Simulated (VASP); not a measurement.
# COH4 in VASP: further runs

The runs below take COH4 through relaxation of the atoms, vibrations by finite differences, with PBE+D3(BJ).

Everything below comes from runs of VASP 6.6.1. Logs are shortened: lines on timing, memory, paths and dates and some standing lists are left out, and cuts for length are marked.

### 1 Starting point

The cell holds a molecule in a box, 6 atoms: a = 12.621 Å, b = 13.121 Å, c = 13.621 Å, α = 90.00°, β = 90.00°, γ = 90.00°.

### 2 Relaxation of the atoms, PBE+D3(BJ)

File INCAR:

```
PREC = Accurate
ENCUT = 400
EDIFF = 1E-7
ISMEAR = 0
SIGMA = 0.01
LREAL = F
LASPH = T
NELM = 80
ALGO = Normal
ISIF = 2
LWAVE = F
LCHARG = F
GGA = PE
IVDW = 12
IBRION = 2
NSW = 120
EDIFFG = -0.03
ISYM = 0
```

File KPOINTS:

```
regular mesh
0
Gamma
  1 1 1
```

File POSCAR:

```
H4CO
1.0
   12.6210574607      0.0000000000      0.0000000000
    0.0000000000     13.1210574607      0.0000000000
    0.0000000000      0.0000000000     13.6210574607
C O H
1 1 4
Selective dynamics
Direct
    0.5262420378      0.4967749730      0.4914515008  F F F
    0.4148443249      0.4986292951      0.4929095448  T T T
    0.5489514231      0.4476769253      0.4305758494  T T T
    0.5595765567      0.5728428794      0.4794298810  T T T
    0.5588661330      0.4654336304      0.5595879427  T T T
    0.3915195245      0.5415063076      0.5460452814  T T T
```

Potentials or basis: VASP PAW PBE potentials, release 64 (C, O, H).

On the command line:

```bash
$ cat potpaw_PBE.64/C/POTCAR potpaw_PBE.64/O/POTCAR potpaw_PBE.64/H/POTCAR > POTCAR
$ mpirun -np 1 vasp_gam > vasp.out
```

OUTCAR:

```text
PREC = Accurate
   ENCUT = 400
   EDIFF = 1E-7
   ISMEAR = 0
   LREAL = F
   LASPH = T
   NELM = 80
   ISIF = 2
   GGA = PE
   IVDW = 12
   IBRION = 2
   NSW = 120
   EDIFFG = -0.03
   ISYM = 0
 IVDW          = 12

 ion  position               nearest neighbor table
   1  0.526  0.497  0.491-   3 1.09   5 1.10   4 1.10   2 1.41
   2  0.415  0.499  0.493-   6 0.96   1 1.41
   3  0.549  0.448  0.431-   1 1.09
   4  0.560  0.573  0.479-   1 1.10
   5  0.559  0.465  0.560-   1 1.10
   6  0.392  0.542  0.546-   2 0.96

IMPORTANT INFORMATION: All symmetrisations will be switched off!
NOSYMM: (Re-)initialisation of all symmetry stuff for point group C_1.

----------------------------------------------------------------------------------------

                                     Primitive cell

  volume of cell :    2255.6692

  direct lattice vectors                    reciprocal lattice vectors
    12.621057461  0.000000000  0.000000000     0.079232664  0.000000000  0.000000000
     0.000000000 13.121057461  0.000000000     0.000000000  0.076213369  0.000000000
     0.000000000  0.000000000 13.621057461     0.000000000  0.000000000  0.073415739

  length of vectors
    12.621057461 13.121057461 13.621057461     0.079232664  0.076213369  0.073415739

  position of ions in fractional coordinates (direct lattice)
     0.526242038  0.496774973  0.491451501
     0.414844325  0.498629295  0.492909545
     0.548951423  0.447676925  0.430575849
     0.559576557  0.572842879  0.479429881
     0.558866133  0.465433630  0.559587943
     0.391519524  0.541506308  0.546045281

  ion indices of the primitive-cell ions
   primitive index   ion index
                 1           1
                 2           2
                 3           3
                 4           4
                 5           5
                 6           6

----------------------------------------------------------------------------------------

 KPOINTS: regular mesh

Automatic generation of k-mesh.
 Grid dimensions read from file:
 generate k-points for:    1    1    1

 Generating k-lattice:

  Cartesian coordinates                     Fractional coordinates (reciprocal lattice)
     0.079232664  0.000000000  0.000000000     1.000000000  0.000000000  0.000000000
     0.000000000  0.076213369  0.000000000     0.000000000  1.000000000  0.000000000
     0.000000000  0.000000000  0.073415739     0.000000000  0.000000000  1.000000000

  Length of vectors
     0.079232664  0.076213369  0.073415739

  Shift w.r.t. Gamma in fractional coordinates (k-lattice)
     0.000000000  0.000000000  0.000000000

 Subroutine IBZKPT returns following result:
 ===========================================

 Found      1 irreducible k-points:

 Following reciprocal coordinates:
            Coordinates               Weight
  0.000000  0.000000  0.000000      1.000000
   k-points           NKPTS =      1   k-points in BZ     NKDIM =      1   number of bands    NBANDS=     11
   number of dos      NEDOS =    301   number of ions     NIONS =      6
   total plane-waves  NPLWV = 680400
   dimension x,y,z NGX =    84 NGY =   90 NGZ =   90
   dimension x,y,z NGXF=   168 NGYF=  180 NGZF=  180
   ions per type =               1   1   4
   NGX,Y,Z   is equivalent  to a cutoff of  11.06, 11.40, 10.98 a.u.
   NGXF,Y,Z  is equivalent  to a cutoff of  22.13, 22.81, 21.97 a.u.
 SYSTEM =  unknown system
   PREC   = accura    normal or accurate (medium, high low for compatibility)
   ISTART =      0    job   : 0-new  1-cont  2-samecut
   ICHARG =      2    charge: 1-file 2-atom 10-const
   ISPIN  =      1    spin polarized calculation?
   LNONCOLLINEAR =      F non collinear calculations
   LSORBIT =      F    spin-orbit coupling
   LASPH  =      T    aspherical Exc in radial PAW
   ENCUT  =  400.0 eV  29.40 Ry    5.42 a.u.  20.58 21.40 22.21*2*pi/ulx,y,z
   NELM   =     80;   NELMIN=  2; NELMDL= -5     # of ELM steps
   EDIFF  = 0.1E-06   stopping-criterion for ELM
   LREAL  =      F    real-space projection
   EDIFFG = -.3E-01   stopping-criterion for IOM
   NSW    =    120    number of steps for IOM
   IBRION =      2    ionic relax: 0-MD 1-quasi-New 2-CG
   NFREE  =      1    steps in history (QN), initial steepest desc. (CG)
   ISIF   =      2    stress and relaxation
   ISYM   =      0    0-nonsym 1-usesym 2-fastsym
   POTIM  = 0.5000    time-step for ionic-motion
   TEBEG  =    0.0;   TEEND  =   0.0 temperature during run
   PSTRESS=    0.0 pullay stress
   NELECT =      14.0000    total number of electrons
   NUPDOWN=      -1.0000    fix difference up-down
   EMIN   =  10.00;   EMAX   =-10.00  energy-range for DOS
   EFERMI =   0.00;   METHOD = LEGACY
   ISMEAR =     0;   SIGMA  =   0.01  broadening in eV -4-tet -1-fermi 0-gaus
   EFERMI_NEDOS =   21; number of points for ismear=-14 and -15
   IALGO  =     38    algorithm
   IMIX   =      4    mixing-type and parameters
     AMIX     =   0.40;   BMIX     =  1.00
     AMIX_MAG =   1.60;   BMIX_MAG =  1.00
  volume/ion in A,a.u.               =     375.94      2537.00
  Fermi-wavevector in a.u.,A,eV,Ry     =   0.300856  0.568536  1.231524  0.090514
  Thomas-Fermi vector in A             =   1.169589
   LORBIT       =      0    0 simple, 1 ext, 2 COOP (PROOUT), +10 PAW based schemes
   GGA     = PE    functional components
   LHFCALC =     F    Hartree Fock is set to
   AEXX    =    0.0000 exact exchange contribution
   IVDW    =    12    specifies the selected vdW correction
   LEPSILON=     F    determine dielectric tensor
   LRPA    =     F    only Hartree local field effects (RPA)
 conjugate gradient relaxation of ions
 non-spin polarized calculation
 Gauss-broadening in eV      SIGMA  =   0.01
  energy-cutoff  :      400.00
  volume of cell :     2255.67
 maximum number of plane-waves:     20502
 NGX is ok and might be reduce to    84
   NGX = 41   NGY = 43   NGZ = 45

--------------------------------------- Ionic step        1  -------------------------------------------

 number of electron      14.0000000 magnetization

 Free energy of the ion-electron system (eV)
  ---------------------------------------------------
  ext. energy  EPLUGINS =         0.00000000
  ---------------------------------------------------
  free energy    TOTEN  =       -30.21219952 eV

  energy without entropy =      -30.21219952  energy(sigma->0) =      -30.21219952

------------------------ aborting loop because EDIFF is reached ----------------------------------------

 Edisp (eV)   -0.05181

 E8    (eV) :    -0.0133
[... 255 lines left out ...]
--------------------------------------- Ionic step        7  -------------------------------------------

 number of electron      14.0000000 magnetization

 Free energy of the ion-electron system (eV)
  ---------------------------------------------------
  ext. energy  EPLUGINS =         0.00000000
  ---------------------------------------------------
  free energy    TOTEN  =       -30.23021948 eV

  energy without entropy =      -30.23021948  energy(sigma->0) =      -30.23021948

 E-fermi :  -6.1387     XC(G=0):  -0.4118

 val. band max:       -6.2158052611   @ k =   0.0000   0.0000   0.0000
 cond. band min:      -0.6567917723   @ k =   0.0000   0.0000   0.0000
 fundamental gap:      5.5590134889
 Fermi energy:        -6.1387356972

 k-point     1 :       0.0000    0.0000    0.0000
  band No.  band energies     occupation
      1     -25.3359      2.00000
      2     -16.7327      2.00000
      3     -12.3659      2.00000
      4     -10.5101      2.00000
      5     -10.2347      2.00000
      6      -7.9154      2.00000
      7      -6.2158      2.00000
      8      -0.6568      0.00000
      9      -0.0322      0.00000
     10       0.3748      0.00000
     11       0.5044      0.00000
[... 35 lines left out ...]
  FREE ENERGIE OF THE ION-ELECTRON SYSTEM (eV)
  ---------------------------------------------------
  free  energy   TOTEN  =       -30.2818993318 eV

  energy  without entropy=      -30.2818993318  energy(sigma->0) =      -30.28189933

 reached required accuracy - stopping structural energy minimisation
```

OSZICAR:

```text
N       E                     dE             d eps       ncg     rms          rms(c)
DAV:   1     0.858251658982E+02    0.85825E+02   -0.30492E+03    38   0.498E+02
DAV:   2    -0.481076292082E+01   -0.90636E+02   -0.87896E+02    33   0.155E+02
DAV:   3    -0.321463378087E+02   -0.27336E+02   -0.27319E+02    36   0.832E+01
[... 134 lines left out ...]
DAV:  10    -0.302302180210E+02   -0.13072E-05   -0.27373E-08    22   0.795E-04    0.667E-05
DAV:  11    -0.302302186990E+02   -0.67801E-06   -0.83716E-09    36   0.419E-04    0.357E-05
DAV:  12    -0.302302191318E+02   -0.43283E-06   -0.43258E-09    25   0.330E-04    0.230E-05
DAV:  13    -0.302302194337E+02   -0.30186E-06   -0.18630E-09    33   0.266E-04    0.114E-05
DAV:  14    -0.302302194816E+02   -0.47902E-07    0.57653E-10    33   0.815E-05
   7 F= -.30281899E+02 E0= -.30281899E+02  d E =-.774857E-03
```

CONTCAR:

```text
H4CO
   1.00000000000000
    12.6210574606999995    0.0000000000000000    0.0000000000000000
     0.0000000000000000   13.1210574606999995    0.0000000000000000
     0.0000000000000000    0.0000000000000000   13.6210574606999995
  C               O               H
     1     1     4
Selective dynamics
Direct
     0.5262420378000030    0.4967749730000008    0.4914515007999967   F   F   F
     0.4128769277311963    0.4984969796796579    0.4927466630877602   T   T   T
     0.5497473699347863    0.4473510377244118    0.4301747011548663   T   T   T
     0.5602413191462704    0.5732598124107456    0.4790777591925320   T   T   T
     0.5595304304556354    0.4649720667384932    0.5598929078157868   T   T   T
     0.3903845693058945    0.5420150726232672    0.5466618284244251   T   T   T

  0.00000000E+00  0.00000000E+00  0.00000000E+00
  0.00000000E+00  0.00000000E+00  0.00000000E+00
  0.00000000E+00  0.00000000E+00  0.00000000E+00
  0.00000000E+00  0.00000000E+00  0.00000000E+00
  0.00000000E+00  0.00000000E+00  0.00000000E+00
  0.00000000E+00  0.00000000E+00  0.00000000E+00
```

Run time: 6.2 min. Hardware: 1 thread of AMD EPYC 9R45 (Zen 5), shared host; peak memory 1.3 GiB.

Results:

- Free energy: -30.2819 eV
- Energy gained by relaxing: 3.0 meV/atom
- Ionic steps: 7
- Gap between the frontier levels: 5.56 eV
- Dispersion energy per atom: -0.009 eV

The path:
```tsv
step	energy change (eV)	largest force (eV/Å)	pressure (GPa)
1	0.0000	0.8535	-0.01
2	-0.0014	1.0791	-0.12
3	-0.0152	0.4492	-0.06
4	-0.0060	1.1000	-0.08
5	-0.0171	0.1041	-0.07
6	-0.0176	0.0652	-0.07
7	-0.0179	0.0272	-0.07
```

Final structure:
```yaml
crystal:
  lattice:
    - [12.62106, 0.00000, 0.00000]
    - [0.00000, 13.12106, 0.00000]
    - [0.00000, 0.00000, 13.62106]
  atoms:
    - { symbol: C, position: [0.52624, 0.49678, 0.49145] }
    - { symbol: O, position: [0.41288, 0.49850, 0.49275] }
    - { symbol: H, position: [0.54975, 0.44735, 0.43017] }
    - { symbol: H, position: [0.56024, 0.57326, 0.47908] }
    - { symbol: H, position: [0.55953, 0.46497, 0.55989] }
    - { symbol: H, position: [0.39038, 0.54202, 0.54666] }
```

Caveat: the cutoff is under 1.25 times the usual one of these potentials, so pressure, stress and relaxed cells hold a basis-set (Pulay) error. As with any semilocal functional, this PBE gap is likely too small.

### 3 Vibrations by finite differences, PBE+D3(BJ)

File INCAR:

```
  PREC = Accurate
  ENCUT = 400
  EDIFF = 1E-7
  ISMEAR = 0
  SIGMA = 0.01
  LREAL = F
  LASPH = T
  NELM = 80
  ALGO = Normal
  ISIF = 2
  LWAVE = F
  LCHARG = F
  GGA = PE
  IVDW = 12
  IBRION = 5
  NFREE = 2
  POTIM = 0.015
  NSW = 1
  ISYM = 0
```

File KPOINTS:

```
Automatic mesh
0
Gamma
  1 1 1
```

File POSCAR:

```
H4CO                                    
1.0
   12.6210574607      0.0000000000      0.0000000000
    0.0000000000     13.1210574607      0.0000000000
    0.0000000000      0.0000000000     13.6210574607
  C               O               H             
     1     1     4
Selective dynamics
Direct
0.5262420378000030  0.4967749730000008  0.4914515007999967  T T T
0.4128769277311963  0.4984969796796579  0.4927466630877602  T T T
0.5497473699347863  0.4473510377244118  0.4301747011548663  T T T
0.5602413191462704  0.5732598124107456  0.4790777591925320  T T T
0.5595304304556354  0.4649720667384932  0.5598929078157868  T T T
0.3903845693058945  0.5420150726232672  0.5466618284244251  T T T
```

Potentials or basis: VASP PAW PBE potentials, release 64 (C, O, H).

On the command line:

```bash
$ cat potpaw_PBE.64/C/POTCAR potpaw_PBE.64/O/POTCAR potpaw_PBE.64/H/POTCAR > POTCAR
$ mpirun -np 1 vasp_gam > vasp.out
```

Run time: 27 min. Hardware: 1 thread of AMD EPYC 9R45 (Zen 5), shared host; peak memory 1.3 GiB.

The run converged. Its results:

```
Highest phonon frequency at Γ, LO-TO splitting left out : 3730 cm⁻¹
Most unstable mode                                      : 32i cm⁻¹
Dispersion energy per atom                              : -0.009 eV
```

Phonon frequencies in cm⁻¹ (negative: imaginary):
| q point | frequencies |
| --- | --- |
| (0.000, 0.000, 0.000) | -32 -22 -6 2 4 25 289 1009 1056 1130 1330 1424 1444 1459 2930 2978 3053 3730 |

Caveat: the cutoff is under 1.25 times the usual one of these potentials, so pressure, stress and relaxed cells hold a basis-set (Pulay) error; some modes are imaginary.
